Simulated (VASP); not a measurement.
# SnS2 (Berndtite-2T) (P-3m1) in VASP: notebook, part 2 of 3

VASP 6.6.1. The steps go on from the part before.

**4. Relaxation of cell and atoms, optB86b-vdW**

INCAR

```
PREC = Accurate
ENCUT = 600
EDIFF = 1E-6
ISMEAR = 0
SIGMA = 0.03
LREAL = False
LASPH = True
NELM = 80
ALGO = Normal
ISIF = 3
LWAVE = False
LCHARG = False
GGA = MK
LUSE_VDW = True
AGGAC = 0.0
PARAM1 = 0.1234
PARAM2 = 1.0
IBRION = 2
NSW = 90
EDIFFG = -0.01
```

KPOINTS

```
Automatic mesh
0
Gamma
  9 9 5
```

POSCAR

```
SnS2
1.0
    3.6390000000      0.0000000000      0.0000000000
   -1.8195000000      3.1514664444      0.0000000000
    0.0000000000      0.0000000000      5.8680000000
Sn S
1 2
Direct
    0.0000000000      0.0000000000      0.0000000000
    0.3333333333      0.6666666667      0.2500000000
    0.6666666667      0.3333333333      0.7500000000
```

Potentials or basis: VASP PAW PBE potentials, release 64 (Sn_d, S).

Command:

```
cat potpaw_PBE.64/Sn_d/POTCAR potpaw_PBE.64/S/POTCAR > POTCAR
mpirun -np 1 vasp_std > vasp.out
```

OUTCAR:

```text
PREC = Accurate
   ENCUT = 600
   EDIFF = 1E-6
   ISMEAR = 0
   LREAL = False
   LASPH = True
   NELM = 80
   ISIF = 3
   GGA = MK
   IBRION = 2
   NSW = 90
   EDIFFG = -0.01

 ion  position               nearest neighbor table
   1  0.000  0.000  0.000-   2 2.56   3 2.56   3 2.56   2 2.56   3 2.56   2 2.56
   2  0.333  0.667  0.250-   1 2.56   1 2.56   1 2.56
   3  0.667  0.333  0.750-   1 2.56   1 2.56   1 2.56

  LATTYP: Found a hexagonal cell.
 ALAT       =     3.6390000000
 C/A-ratio  =     1.6125309151

  Lattice vectors:

 A1 = (   3.6390000000,   0.0000000000,   0.0000000000)
 A2 = (  -1.8195000000,   3.1514664444,   0.0000000000)
 A3 = (   0.0000000000,   0.0000000000,   5.8680000000)

Analysis of symmetry for initial positions (statically):
=====================================================================
 Subroutine PRICEL returns:
 Original cell was already a primitive cell.

 Routine SETGRP: Setting up the symmetry group for a
 hexagonal supercell.

 Subroutine GETGRP returns: Found 12 space group operations
 (whereof 12 operations were pure point group operations)
 out of a pool of 24 trial point group operations.

The static configuration has the point symmetry D_3d.

Analysis of symmetry for dynamics (positions and initial velocities):
=====================================================================
 Subroutine PRICEL returns:
 Original cell was already a primitive cell.

 Routine SETGRP: Setting up the symmetry group for a
 hexagonal supercell.

 Subroutine GETGRP returns: Found 12 space group operations
 (whereof 12 operations were pure point group operations)
 out of a pool of 24 trial point group operations.

The dynamic configuration has the point symmetry D_3d.

 Subroutine INISYM returns: Found 12 space group operations
 (whereof 12 operations are pure point group operations),
 and found     1 'primitive' translations

----------------------------------------------------------------------------------------

                                     Primitive cell

  volume of cell :      67.2953

  direct lattice vectors                    reciprocal lattice vectors
     3.639000000  0.000000000  0.000000000     0.274800769  0.158656298  0.000000000
    -1.819500000  3.151466444  0.000000000     0.000000000  0.317312596  0.000000000
     0.000000000  0.000000000  5.868000000     0.000000000  0.000000000  0.170415815

  length of vectors
     3.639000000  3.639000000  5.868000000     0.317312596  0.317312596  0.170415815

  position of ions in fractional coordinates (direct lattice)
     0.000000000  0.000000000  0.000000000
     0.333333333  0.666666667  0.250000000
     0.666666667  0.333333333  0.750000000

  ion indices of the primitive-cell ions
   primitive index   ion index
                 1           1
                 2           2
                 3           3

----------------------------------------------------------------------------------------

 KPOINTS: Automatic mesh

Automatic generation of k-mesh.
 Grid dimensions read from file:
 generate k-points for:    9    9    5
[... 45 lines left out ...]
 [... further k-points ...]
   k-points           NKPTS =     50   k-points in BZ     NKDIM =     50   number of bands    NBANDS=     17
   number of dos      NEDOS =    301   number of ions     NIONS =      3
   total plane-waves  NPLWV =  43200
   dimension x,y,z NGX =    30 NGY =   30 NGZ =   48
   dimension x,y,z NGXF=    60 NGYF=   60 NGZF=   96
   ions per type =               1   2
   NGX,Y,Z   is equivalent  to a cutoff of  13.71, 13.71, 13.60 a.u.
   NGXF,Y,Z  is equivalent  to a cutoff of  27.41, 27.41, 27.20 a.u.
 SYSTEM =  unknown system
   PREC   = accura    normal or accurate (medium, high low for compatibility)
   ISTART =      0    job   : 0-new  1-cont  2-samecut
   ICHARG =      2    charge: 1-file 2-atom 10-const
   ISPIN  =      1    spin polarized calculation?
   LNONCOLLINEAR =      F non collinear calculations
   LSORBIT =      F    spin-orbit coupling
   LASPH  =      T    aspherical Exc in radial PAW
   ENCUT  =  600.0 eV  44.10 Ry    6.64 a.u.   7.27  7.27 11.72*2*pi/ulx,y,z
   NELM   =     80;   NELMIN=  2; NELMDL= -5     # of ELM steps
   EDIFF  = 0.1E-05   stopping-criterion for ELM
   LREAL  =      F    real-space projection
   EDIFFG = -.1E-01   stopping-criterion for IOM
   NSW    =     90    number of steps for IOM
   IBRION =      2    ionic relax: 0-MD 1-quasi-New 2-CG
   NFREE  =      1    steps in history (QN), initial steepest desc. (CG)
   ISIF   =      3    stress and relaxation
   ISYM   =      2    0-nonsym 1-usesym 2-fastsym
   POTIM  = 0.5000    time-step for ionic-motion
   TEBEG  =    0.0;   TEEND  =   0.0 temperature during run
   PSTRESS=    0.0 pullay stress
   NELECT =      26.0000    total number of electrons
   NUPDOWN=      -1.0000    fix difference up-down
   EMIN   =  10.00;   EMAX   =-10.00  energy-range for DOS
   EFERMI =   0.00;   METHOD = LEGACY
   ISMEAR =     0;   SIGMA  =   0.03  broadening in eV -4-tet -1-fermi 0-gaus
   EFERMI_NEDOS =   21; number of points for ismear=-14 and -15
   IALGO  =     38    algorithm
   IMIX   =      4    mixing-type and parameters
     AMIX     =   0.40;   BMIX     =  1.00
     AMIX_MAG =   1.60;   BMIX_MAG =  1.00
  volume/ion in A,a.u.               =      22.43       151.38
  Fermi-wavevector in a.u.,A,eV,Ry     =   1.192352  2.253218 19.343434  1.421702
  Thomas-Fermi vector in A             =   2.328392
   LORBIT       =      0    0 simple, 1 ext, 2 COOP (PROOUT), +10 PAW based schemes
   GGA     = MK    functional components
   LHFCALC =     F    Hartree Fock is set to
   AEXX    =    0.0000 exact exchange contribution
   IVDW_NL    =     1    kernel type
   BPARAM     = 6.3000
   IVDW    =     0    specifies the selected vdW correction
   LEPSILON=     F    determine dielectric tensor
   LRPA    =     F    only Hartree local field effects (RPA)
 conjugate gradient relaxation of ions
 non-spin polarized calculation
 Gauss-broadening in eV      SIGMA  =   0.03
  energy-cutoff  :      600.00
  volume of cell :       67.30
 maximum number of plane-waves:      2297
 NGX is ok and might be reduce to    30
   NGX = 15   NGY = 15   NGZ = 23

--------------------------------------- Ionic step        1  -------------------------------------------

 number of electron      25.9999995 magnetization

 Free energy of the ion-electron system (eV)
  ---------------------------------------------------
  ext. energy  EPLUGINS =         0.00000000
  ---------------------------------------------------
  free energy    TOTEN  =        -7.23670847 eV

  energy without entropy =       -7.23670847  energy(sigma->0) =       -7.23670847

------------------------ aborting loop because EDIFF is reached ----------------------------------------

  FORCE on cell =-STRESS in cart. coord.  units (eV):
  Direction    XX          YY          ZZ          XY          YZ          ZX
  --------------------------------------------------------------------------------------
  -------------------------------------------------------------------------------------
  Total        1.2143420      1.2143420      1.0555985      0.0000000      0.0000000      0.0000000
  in kB       28.9112431     28.9112431     25.1318531      0.0000000      0.0000000      0.0000000
  external PRESSURE =      27.6514464 kB  Pullay stress =       0.0000000 kB
[... 260 lines left out ...]
--------------------------------------- Ionic step        8  -------------------------------------------

 number of electron      25.9999996 magnetization

 Free energy of the ion-electron system (eV)
  ---------------------------------------------------
  ext. energy  EPLUGINS =         0.00000000
  ---------------------------------------------------
  free energy    TOTEN  =        -7.25616120 eV

  energy without entropy =       -7.25616120  energy(sigma->0) =       -7.25616120

 E-fermi :   4.5909     XC(G=0):  -9.6252

 val. band max:        4.4214958180   @ k =   0.1111   0.0000   0.0000
 cond. band min:       5.7062307267   @ k =   0.0000   0.4444   0.4000
 fundamental gap:      1.2847349086
 Fermi energy:         4.5909107478

 k-point     1 :       0.0000    0.0000    0.0000
  band No.  band energies     occupation
      1     -16.5149      2.00000
      2     -16.5149      2.00000
      3     -16.4745      2.00000
      4     -16.4508      2.00000
      5     -16.4508      2.00000
      6      -9.2083      2.00000
[... 457 lines left out ...]
      4     -16.4512      2.00000
      5     -16.4335      2.00000
      6      -8.2712      2.00000
[... 9 lines left out ...]
     16      10.1997      0.00000
     17      11.2921      0.00000

 [... further k-points ...]

------------------------ aborting loop because EDIFF is reached ----------------------------------------

  FORCE on cell =-STRESS in cart. coord.  units (eV):
  Direction    XX          YY          ZZ          XY          YZ          ZX
  --------------------------------------------------------------------------------------
  -------------------------------------------------------------------------------------
  Total       -0.0142346     -0.0142346     -0.0285100      0.0000000      0.0000000      0.0000000
  in kB       -0.3290384     -0.3290384     -0.6590185      0.0000000      0.0000000      0.0000000
  external PRESSURE =      -0.4390318 kB  Pullay stress =       0.0000000 kB
[... 22 lines left out ...]
  energy  without entropy=       -7.2561611965  energy(sigma->0) =       -7.25616120

Total vdW correction in eV:      4.1503360

 reached required accuracy - stopping structural energy minimisation
```

CONTCAR:

```text
SnS2
   1.00000000000000
     3.6819098610570453   -0.0000000000000000   -0.0000000000000000
    -1.8409549305285227    3.1886274741492713   -0.0000000000000000
    -0.0000000000000000   -0.0000000000000000    5.9038217990686617
  Sn              S
     1     2
Direct
     0.0000000000000000    0.0000000000000000    0.0000000000000000
     0.3333333332999970    0.6666666667000030    0.2512801760816475
     0.6666666667000030    0.3333333332999970    0.7487198239183526

  0.00000000E+00  0.00000000E+00  0.00000000E+00
  0.00000000E+00  0.00000000E+00  0.00000000E+00
  0.00000000E+00  0.00000000E+00  0.00000000E+00
```

It took 9.1 min on 1 thread of AMD EPYC 7R13 (Zen 3), shared host; peak memory 0.47 GiB.

What came out:

* Free energy: -7.2562 eV
* Relaxed volume: 23.10 Å³/atom
* Relaxed cell: a = 3.682 Å, b = 3.682 Å, c = 5.904 Å, α = 90.00°, β = 90.00°, γ = 120.00°
* Space group after relaxing (to 0.05 Å): P-3m1 (No. 164)
* Energy gained by relaxing: 6.5 meV/atom
* Ionic steps: 8
* Pressure after relaxing: 0.0 GPa
* Largest force after relaxing: 0.005 eV/Å
* Band gap on the k mesh: 1.28 eV, indirect (least direct gap 1.67 eV)

Forces in eV/Å, atoms in the order of the input:
```
Sn   0.000  0.000  0.000
S    0.000  0.000  0.005
S    0.000  0.000 -0.005
```

Step by step:
```csv
step,energy change (eV),largest force (eV/Å),pressure (GPa),volume (Å³)
1,0.0000,0.3340,2.77,67.30
2,-0.0033,0.3181,-2.21,71.14
3,-0.0192,0.0221,-0.04,69.26
4,-0.0192,0.0157,0.07,69.22
5,-0.0194,0.0023,0.02,69.26
6,-0.0194,0.0128,0.02,69.28
7,-0.0194,0.0145,0.02,69.28
8,-0.0195,0.0051,-0.04,69.31
```

Final structure:
```yaml
crystal:
  lattice:
    - [3.68191, 0.00000, 0.00000]
    - [-1.84095, 3.18863, 0.00000]
    - [0.00000, 0.00000, 5.90382]
  atoms:
    - { symbol: Sn, position: [0.00000, 0.00000, 0.00000] }
    - { symbol: S, position: [0.33333, 0.66667, 0.25128] }
    - { symbol: S, position: [0.66667, 0.33333, 0.74872] }
```

Levels at points of the mesh, in eV from the valence-band top:
| k point | band 9 | band 10 | band 11 | band 12 | band 13 | band 14 | band 15 | band 16 | band 17 |
| --- | --- | --- | --- | --- | --- | --- | --- | --- | --- |
| (0.00, 0.00, 0.00) | -0.65 | -0.65 | -0.39 | -0.39 | 0.00 | 1.67 | 3.58 | 5.31 | 5.31 |

Caveat: the PAW data sets were made with another functional, which shifts forces and pressure a little; spin-orbit coupling is left out, which moves the levels of the heavy elements; an odd mesh through Γ misses points on the zone boundary, where band edges often lie. Zero-point motion and thermal expansion aren't in these numbers.

(Part 2 of 3 ends here.)
